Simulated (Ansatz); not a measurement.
# CdSe (Cadmoselite): the cost of one run

Computed with Ansatz 0.2.0 (DFT, levels as named, plane waves, PAW, unless a step's input says otherwise).

The COD entry's cell or inner coordinates are ideal or old and differ from later refinements, so a difference from it is no clean test against experiment.

## 1. The structure to begin with

It takes space group P6_3mc (No. 186, hexagonal). The conventional cell has a = 4.300 Å, b = 4.300 Å, c = 7.020 Å, α = 90.00°, β = 90.00°, γ = 120.00°. Around Cd (site symmetry 3m) lie 4 Se at 2.61 to 2.70 Å. Se (site symmetry 3m) is surrounded by 4 Cd at 2.61 to 2.70 Å.

Coordinates:

```
CELL_PARAMETERS angstrom
4.30000 0.00000 0.00000
-2.15000 3.72391 0.00000
0.00000 0.00000 7.02000
ATOMIC_POSITIONS crystal
Cd 0.33333 0.66667 0.00000
Cd 0.66667 0.33333 0.50000
Se 0.33333 0.66667 0.38500
Se 0.66667 0.33333 0.88500
```

## 2. Relaxation with PBE

input.yaml reads:

```yaml
crystal:
  lattice:
    - [4.3, 0.0, 0.0]
    - [-2.15, 3.72390924, 0.0]
    - [0.0, 0.0, 7.02]
  atoms:
    - { symbol: Cd, position: [0.33333333, 0.66666667, 0.0] }
    - { symbol: Cd, position: [0.66666667, 0.33333333, 0.5] }
    - { symbol: Se, position: [0.33333333, 0.66666667, 0.385] }
    - { symbol: Se, position: [0.66666667, 0.33333333, 0.885] }
  symmetry: { tolerance: 0.0003 }
hamiltonian:
  xc: pbe
  pseudopotentials: { kind: paw, azcp: { folder: soft_1 } }
basis:
  ecutwfc: 420
magnetization:
  spin_polarized: false
scf:
  occupations: { method: fermi_dirac, width: 0.02 }
kpoints:
  mp_grid: { grid: [6, 6, 4], shift: [0, 0, 0] }
output:
  forces: true
  stress: true
  eigenvalues: true
relax:
  max_steps: 60
  cell: {}
```

On the command line:

```bash
> ansatz run input.yaml --threads 2 --pin off --max-ram 5120MiB --backend cpu --events-out ev --progress --plain --runs-dir out
```

What time and memory should one allow on 2 threads of Intel Xeon 6975P-C (Granite Rapids), shared host?

About 20 s, with a peak of 0.46 GiB.
